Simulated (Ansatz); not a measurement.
# BeS: the cost of one run

Program: Ansatz 0.2.0. Level of theory: DFT PBE, scalar-relativistic, plane waves, PAW. These are calculated values, not measurements.

2 further runs of the same task are left out: 1 that didn't finish, 1 set aside as unsound or not needed.

### 1 The structure to begin with

It takes space group F-43m (No. 216, cubic). Conventional cell: a = 4.876 Å, b = 4.876 Å, c = 4.876 Å, α = 90.00°, β = 90.00°, γ = 90.00°. Be (site symmetry -43m) is surrounded by 4 S at 2.11 Å. Around S (site symmetry -43m) lie 4 Be at 2.11 Å.

Coordinates:

```xyz
2
Lattice="0.0000 2.4380 2.4380 2.4380 0.0000 2.4380 2.4380 2.4380 0.0000" Properties=species:S:1:pos:R:3 pbc="T T T"
Be    1.2190    1.2190    1.2190
S     2.4380    2.4380    2.4380
```

It is the end of an earlier relaxation with the same method, from a generated guess; it is a trial structure. At a tolerance of 0.02 Å it has space group F-43m (No. 216); it has 14.49 Å³/atom, an uncorrected energy of -1.07 eV/atom over the elements and, on its mesh, gap 3.15 eV.

### 2 Volume × 0.97

input.yaml

```yaml
crystal:
  lattice:
    - [0.0, 2.4133786452, 2.4133786452]
    - [2.4133786452, 0.0, 2.4133786452]
    - [2.4133786452, 2.4133786452, 0.0]
  atoms:
    - { symbol: Be, position: [0.25, 0.25, 0.25] }
    - { symbol: S, position: [0.5, 0.5, 0.5] }
basis:
  ecutwfc: 420
kpoints:
  mp_grid: { grid: [8, 8, 8] }
hamiltonian:
  xc: pbe
scf:
  occupations: { method: gaussian, width: 0.02 }
output:
  forces: true
  stress: true
  eigenvalues: true
```

Run with:

```sh
$ ansatz run input.yaml --threads 1 --pin off --max-ram 2560MiB --backend cpu --events-out ev --progress --plain --runs-dir out
```

Q: Estimate wall time and peak memory on 1 thread of Arm Neoverse N1, shared host.

About 1.6 s, with a peak of 0.26 GiB.
